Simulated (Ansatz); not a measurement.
The system is NbP.

```
Nb P
1.0
    -1.67492    1.67492    5.74011
     1.67492   -1.67492    5.74011
     1.67492    1.67492   -5.74011
Nb P
2 2
Direct
  0.24988 0.74988 0.50000
  0.49988 0.49988 0.00000
  0.83275 0.33275 0.50000
  0.08275 0.08275 0.00000
```

The cell is a database's computed one.

Program: Ansatz 0.2.0. Alike in all runs: potentials or basis all-electron LAPW, scalar-relativistic; no spin polarisation; cell as given; k mesh 11 × 11 × 11; cutoff (eV) 207; smearing fermi-dirac 0.05 eV; basis error allowed 0.002 eV/atom.

Question: Order these runs on this cell by their pressure, lowest first.
A. level PBEsol+U; U Nb d U = 6 eV
B. level LDA
C. level PBE
D. level PBEsol+U; U Nb d U = 4 eV

Answer: B (-9.3 GPa), D (-4.7 GPa), A (-2.9 GPa), C (-1.1 GPa).

Caveats: U is the effective U less J, on atomic orbitals that reach past the spheres (some runs); the U is typed as a test and isn't derived for this compound (some runs); U without spin polarisation on a metal has little footing (some runs).

Not every run made on this cell is shown here.
